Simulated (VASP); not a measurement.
# Ge (I4_1/amd) in VASP: further runs

Runs on Ge. Level: PBEsol. Tasks: relaxation of cell and atoms.

All numbers are computed with VASP 6.6.1; they aren't measurements. Logs are shortened: lines on timing, memory, paths and dates and some standing lists are left out, and cuts for length are marked.

### Step 1. Starting point

Symmetry: I4_1/amd, No. 141, tetragonal system. Conventional cell: a = 5.149 Å, b = 5.149 Å, c = 2.795 Å, α = 90.00°, β = 90.00°, γ = 90.00°. Around Ge (site symmetry -4m2) lie 6 Ge at 2.67 to 2.79 Å.

This isn't the form of Ge at room conditions, which is diamond.

### Step 2. Relaxation of cell and atoms, PBEsol, target pressure 9.8 GPa, at which the enthalpy is minimised

Input file INCAR:

```
SYSTEM = Ge
  ALGO = Normal
  EDIFF = 1E-7
  EDIFFG = -0.002
  ENCUT = 350
  GGA = PS
  IBRION = 2
  ISIF = 3
  ISMEAR = 0
  LASPH = .True.
  LCHARG = .False.
  LREAL = .False.
  LWAVE = .False.
  NELM = 60
  NSW = 80
  PREC = Accurate
  PSTRESS = 98.0
  SIGMA = 0.02
```

Input file KPOINTS:

```
k-points
0
Gamma
  12 12 12
  0 0 0
```

Input file POSCAR:

```
Ge
1.0
   -2.5744897200      2.5744897200      1.3974126400
    2.5744897200     -2.5744897200      1.3974126400
    2.5744897200      2.5744897200     -1.3974126400
Ge
2
Direct
    0.2500000000      0.7500000000      0.5000000000
    0.5000000000      0.5000000000      0.0000000000
```

Potentials or basis: VASP PAW PBE potentials, release 64 (Ge_d).

Started as:

```sh
> cat potpaw_PBE.64/Ge_d/POTCAR > POTCAR
> mpirun -np 1 vasp_std > vasp.out
```

OUTCAR:

```text
SYSTEM = Ge
   EDIFF = 1E-7
   EDIFFG = -0.002
   ENCUT = 350
   GGA = PS
   IBRION = 2
   ISIF = 3
   ISMEAR = 0
   LASPH = .True.
   LREAL = .False.
   NELM = 60
   NSW = 80
   PREC = Accurate
   PSTRESS = 98.0

 ion  position               nearest neighbor table
   1  0.250  0.750  0.500-   2 2.67   2 2.67   2 2.67   2 2.67
   2  0.500  0.500  0.000-   1 2.67   1 2.67   1 2.67   1 2.67

  LATTYP: Found a body centered tetragonal cell.
 ALAT       =     5.1489794400
 C/A-ratio  =     0.5427920839

  Lattice vectors:

 A1 = (  -2.5744897200,   2.5744897200,   1.3974126400)
 A2 = (   2.5744897200,  -2.5744897200,   1.3974126400)
 A3 = (   2.5744897200,   2.5744897200,  -1.3974126400)

Analysis of symmetry for initial positions (statically):
=====================================================================
 Subroutine PRICEL returns:
 Original cell was already a primitive cell.

 Routine SETGRP: Setting up the symmetry group for a
 body centered tetragonal supercell.

 Subroutine GETGRP returns: Found 16 space group operations
 (whereof  8 operations were pure point group operations)
 out of a pool of 16 trial point group operations.

The static configuration has the point symmetry D_2d.
 The point group associated with its full space group is D_4h.

Analysis of symmetry for dynamics (positions and initial velocities):
=====================================================================
 Subroutine PRICEL returns:
 Original cell was already a primitive cell.

 Routine SETGRP: Setting up the symmetry group for a
 body centered tetragonal supercell.

 Subroutine GETGRP returns: Found 16 space group operations
 (whereof  8 operations were pure point group operations)
 out of a pool of 16 trial point group operations.

The dynamic configuration has the point symmetry D_2d.
 The point group associated with its full space group is D_4h.

 Subroutine INISYM returns: Found 16 space group operations
 (whereof  8 operations are pure point group operations),
 and found     1 'primitive' translations

----------------------------------------------------------------------------------------

                                     Primitive cell

  volume of cell :      37.0482

  direct lattice vectors                    reciprocal lattice vectors
    -2.574489720  2.574489720  1.397412640     0.000000000  0.194213244  0.357804120
     2.574489720 -2.574489720  1.397412640     0.194213244  0.000000000  0.357804120
     2.574489720  2.574489720 -1.397412640     0.194213244  0.194213244  0.000000000

  length of vectors
     3.899840602  3.899840602  3.899840602     0.407114938  0.407114938  0.274659004

  position of ions in fractional coordinates (direct lattice)
     0.250000000  0.750000000  0.500000000
     0.500000000  0.500000000  0.000000000

  ion indices of the primitive-cell ions
   primitive index   ion index
                 1           1
                 2           2

----------------------------------------------------------------------------------------

 KPOINTS: k-points

Automatic generation of k-mesh.
 Grid dimensions read from file:
 generate k-points for:   12   12   12

 Generating k-lattice:

  Cartesian coordinates                     Fractional coordinates (reciprocal lattice)
     0.000000000  0.016184437  0.029817010     0.083333333  0.000000000  0.000000000
     0.016184437  0.000000000  0.029817010     0.000000000  0.083333333  0.000000000
     0.016184437  0.016184437  0.000000000     0.000000000  0.000000000  0.083333333

  Length of vectors
     0.033926245  0.033926245  0.022888250

  Shift w.r.t. Gamma in fractional coordinates (k-lattice)
     0.000000000  0.000000000  0.000000000

 Subroutine IBZKPT returns following result:
 ===========================================

 Found    163 irreducible k-points:

 Following reciprocal coordinates:
            Coordinates               Weight
  0.000000  0.000000  0.000000      1.000000
  0.083333  0.000000  0.000000      8.000000
  0.166667  0.000000 -0.000000      8.000000
  0.250000  0.000000 -0.000000      8.000000
  0.333333 -0.000000  0.000000      8.000000
  0.416667  0.000000  0.000000      8.000000
[... 16 lines left out ...]
  0.500000  0.166667 -0.000000     16.000000
 -0.416667  0.166667  0.000000     16.000000
 [... further k-points ...]
   k-points           NKPTS =    163   k-points in BZ     NKDIM =    163   number of bands    NBANDS=     18
   number of dos      NEDOS =    301   number of ions     NIONS =      2
   total plane-waves  NPLWV =  13824
   dimension x,y,z NGX =    24 NGY =   24 NGZ =   24
   dimension x,y,z NGXF=    48 NGYF=   48 NGZF=   48
   ions per type =               2
   NGX,Y,Z   is equivalent  to a cutoff of  10.23, 10.23, 10.23 a.u.
   NGXF,Y,Z  is equivalent  to a cutoff of  20.46, 20.46, 20.46 a.u.
 SYSTEM =  Ge
   PREC   = accura    normal or accurate (medium, high low for compatibility)
   ISTART =      0    job   : 0-new  1-cont  2-samecut
   ICHARG =      2    charge: 1-file 2-atom 10-const
   ISPIN  =      1    spin polarized calculation?
   LNONCOLLINEAR =      F non collinear calculations
   LSORBIT =      F    spin-orbit coupling
   LASPH  =      T    aspherical Exc in radial PAW
   ENCUT  =  350.0 eV  25.72 Ry    5.07 a.u.   5.95  5.95  5.95*2*pi/ulx,y,z
   NELM   =     60;   NELMIN=  2; NELMDL= -5     # of ELM steps
   EDIFF  = 0.1E-06   stopping-criterion for ELM
   LREAL  =      F    real-space projection
   EDIFFG = -.2E-02   stopping-criterion for IOM
   NSW    =     80    number of steps for IOM
   IBRION =      2    ionic relax: 0-MD 1-quasi-New 2-CG
   NFREE  =      1    steps in history (QN), initial steepest desc. (CG)
   ISIF   =      3    stress and relaxation
   ISYM   =      2    0-nonsym 1-usesym 2-fastsym
   POTIM  = 0.5000    time-step for ionic-motion
   TEBEG  =    0.0;   TEEND  =   0.0 temperature during run
   PSTRESS=   98.0 pullay stress
   NELECT =      28.0000    total number of electrons
   NUPDOWN=      -1.0000    fix difference up-down
   EMIN   =  10.00;   EMAX   =-10.00  energy-range for DOS
   EFERMI =   0.00;   METHOD = LEGACY
   ISMEAR =     0;   SIGMA  =   0.02  broadening in eV -4-tet -1-fermi 0-gaus
   EFERMI_NEDOS =   21; number of points for ismear=-14 and -15
   IALGO  =     38    algorithm
   IMIX   =      4    mixing-type and parameters
     AMIX     =   0.40;   BMIX     =  1.00
     AMIX_MAG =   1.60;   BMIX_MAG =  1.00
  volume/ion in A,a.u.               =      18.52       125.01
  Fermi-wavevector in a.u.,A,eV,Ry     =   1.491209  2.817976 30.255333  2.223704
  Thomas-Fermi vector in A             =   2.603893
   LORBIT       =      0    0 simple, 1 ext, 2 COOP (PROOUT), +10 PAW based schemes
   GGA     = PS    functional components
   LHFCALC =     F    Hartree Fock is set to
   AEXX    =    0.0000 exact exchange contribution
   IVDW    =     0    specifies the selected vdW correction
   LEPSILON=     F    determine dielectric tensor
   LRPA    =     F    only Hartree local field effects (RPA)
 conjugate gradient relaxation of ions
 non-spin polarized calculation
 Gauss-broadening in eV      SIGMA  =   0.02
  energy-cutoff  :      350.00
  volume of cell :       37.05
 maximum number of plane-waves:       565
   NGX = 11   NGY = 11   NGZ = 11

--------------------------------------- Ionic step        1  -------------------------------------------

 number of electron      28.0000042 magnetization

 Free energy of the ion-electron system (eV)
  ---------------------------------------------------
  ext. energy  EPLUGINS =         0.00000000
  ---------------------------------------------------
  free energy    TOTEN  =        -9.53903929 eV

  energy without entropy =       -9.53873868  energy(sigma->0) =       -9.53888899

------------------------ aborting loop because EDIFF is reached ----------------------------------------

  FORCE on cell =-STRESS in cart. coord.  units (eV):
  Direction    XX          YY          ZZ          XY          YZ          ZX
  --------------------------------------------------------------------------------------
  -------------------------------------------------------------------------------------
  Total       -0.2904548     -0.2904548      0.0192799      0.0000000      0.0000000      0.0000000
  in kB      -12.5609398    -12.5609398      0.8337725      0.0000000      0.0000000      0.0000000
  external PRESSURE =    -106.0960357 kB  Pullay stress =      98.0000000 kB
[... 93 lines left out ...]
  FREE ENERGIE OF THE ION-ELECTRON SYSTEM (eV)
  ---------------------------------------------------
  free  energy   TOTEN  =        -9.4439193331 eV

  energy  without entropy=       -9.4435866796  energy(sigma->0) =       -9.44375301

  enthalpy is  TOTEN    =        -7.4135315282 eV   P V=        2.0303878048

[... ionic steps 4 to 9 ...]

--------------------------------------- Ionic step       10  -------------------------------------------

 number of electron      27.9999996 magnetization

------------------------ aborting loop because EDIFF is reached ----------------------------------------

  FORCE on cell =-STRESS in cart. coord.  units (eV):
  Direction    XX          YY          ZZ          XY          YZ          ZX
  --------------------------------------------------------------------------------------
  -------------------------------------------------------------------------------------
  Total        2.0051926      2.0051926      2.0159391      0.0000000      0.0000000      0.0000000
  in kB       96.8575745     96.8575745     97.3766713      0.0000000      0.0000000      0.0000000
  external PRESSURE =      -0.9693932 kB  Pullay stress =      98.0000000 kB
[... 61 lines left out ...]
  enthalpy is  TOTEN    =        -7.4137698973 eV   P V=        2.0263083790

--------------------------------------- Ionic step       12  -------------------------------------------

 number of electron      27.9999995 magnetization

 Free energy of the ion-electron system (eV)
  ---------------------------------------------------
  ext. energy  EPLUGINS =         0.00000000
  ---------------------------------------------------
  free energy    TOTEN  =        -9.44120174 eV

  energy without entropy =       -9.44100233  energy(sigma->0) =       -9.44110204

 E-fermi :   7.9926     XC(G=0): -12.0466

 val. band max:        7.9824487609   @ k =   0.1667   0.0833  -0.0000
 cond. band min:       8.0032603829   @ k =   0.3333   0.1667   0.0000
 fundamental gap:      0.0208116221
 Fermi energy:         7.9925596026

 k-point     1 :       0.0000    0.0000    0.0000
  band No.  band energies     occupation
      1     -16.8415      2.00000
      2     -16.7789      2.00000
      3     -16.7464      2.00000
      4     -16.7400      2.00000
      5     -16.5881      2.00000
      6     -16.5881      2.00000
[... 10 lines left out ...]
     17      16.3096      0.00000
     18      17.0466      0.00000
[... 466 lines left out ...]
      2     -16.7151      2.00000
      3     -16.6996      2.00000
      4     -16.6776      2.00000
      5     -16.6372      2.00000
      6     -16.6145      2.00000
[... 10 lines left out ...]
     17      11.8539      0.00000
     18      14.9353      0.00000

 [... further k-points ...]

------------------------ aborting loop because EDIFF is reached ----------------------------------------

  FORCE on cell =-STRESS in cart. coord.  units (eV):
  Direction    XX          YY          ZZ          XY          YZ          ZX
  --------------------------------------------------------------------------------------
  -------------------------------------------------------------------------------------
  Total        2.0276428      2.0276428      2.0255979      0.0000000      0.0000000      0.0000000
  in kB       98.0104142     98.0104142     97.9115699      0.0000000      0.0000000      0.0000000
  external PRESSURE =      -0.0225339 kB  Pullay stress =      98.0000000 kB
[... 17 lines left out ...]
  FREE ENERGIE OF THE ION-ELECTRON SYSTEM (eV)
  ---------------------------------------------------
  free  energy   TOTEN  =        -9.4412017385 eV

  energy  without entropy=       -9.4410023325  energy(sigma->0) =       -9.44110204

  enthalpy is  TOTEN    =        -7.4137744189 eV   P V=        2.0274273196

 reached required accuracy - stopping structural energy minimisation
```

Wall time 2.6 min (1 thread of Intel Xeon Platinum 8488C (Sapphire Rapids), shared host); peak memory 0.18 GiB.

These settings aren't checked as converged: the numbers below hold their error.

Results:

| Property | Result |
| --- | --- |
| Free energy | -9.4412 eV |
| Relaxed volume | 16.57 Å³/atom |
| Relaxed cell | a = 3.759 Å, b = 3.759 Å, c = 3.759 Å, α = 97.36°, β = 97.36°, γ = 138.05° |
| Space group after relaxing (to 0.05 Å) | I4_1/amd (No. 141) |
| Energy change on relaxing (the enthalpy is what falls) | +48.9 meV/atom |
| Ionic steps | 12 |
| Band gap on the k mesh | none (metal or under the smearing width) |

Caveat: the cutoff is under 1.25 times the usual one of these potentials, so pressure, stress and relaxed cells hold a basis-set (Pulay) error; the cell is relaxed towards a set pressure, so the enthalpy falls and the energy may rise; the PAW data sets were made with another functional, which shifts forces and pressure a little.

### Step 3. Relaxation of cell and atoms, PBEsol, target pressure 9.8 GPa, at which the enthalpy is minimised

This run uses another cell than the first one, of 16.57 Å³/atom, 0.895 times its volume.

INCAR is that of step 2.

KPOINTS is that of step 2.

Input file POSCAR:

```
Ge                                      
1.0
   -2.4816197500      2.4816197500      1.3455484369
    2.4816197500     -2.4816197500      1.3455484369
    2.4816197500      2.4816197500     -1.3455484369
  Ge            
     2
Direct
     0.2500000000000000    0.7500000000000000    0.5000000000000000
     0.5000000000000000    0.5000000000000000    0.0000000000000000
```

Potentials or basis: VASP PAW PBE potentials, release 64 (Ge_d).

Started as:

```sh
> cat potpaw_PBE.64/Ge_d/POTCAR > POTCAR
> mpirun -np 1 vasp_std > vasp.out
```

Run time: 47 s. Hardware: 1 thread of Intel Xeon Platinum 8488C (Sapphire Rapids), shared host; peak memory 0.17 GiB.

The run converged, but some of its settings lie outside the range that counts as converged, so its numbers aren't taken as properties of the crystal.

Results:

```
Free energy                                            : -9.4414 eV
Relaxed volume                                         : 16.61 Å³/atom
Relaxed cell                                           : a = 3.762 Å, b = 3.762 Å, c = 3.762 Å, α = 97.36°, β = 97.36°, γ = 138.05°
Space group after relaxing (to 0.05 Å)                 : I4_1/amd (No. 141)
Energy change on relaxing (the enthalpy is what falls) : -2.4 meV/atom
Ionic steps                                            : 3
Band gap on the k mesh                                 : none (metal or under the smearing width)
```

Caveat: the cutoff is under 1.25 times the usual one of these potentials, so pressure, stress and relaxed cells hold a basis-set (Pulay) error; the cell is relaxed towards a set pressure, so the enthalpy falls and the energy may rise; the PAW data sets were made with another functional, which shifts forces and pressure a little.
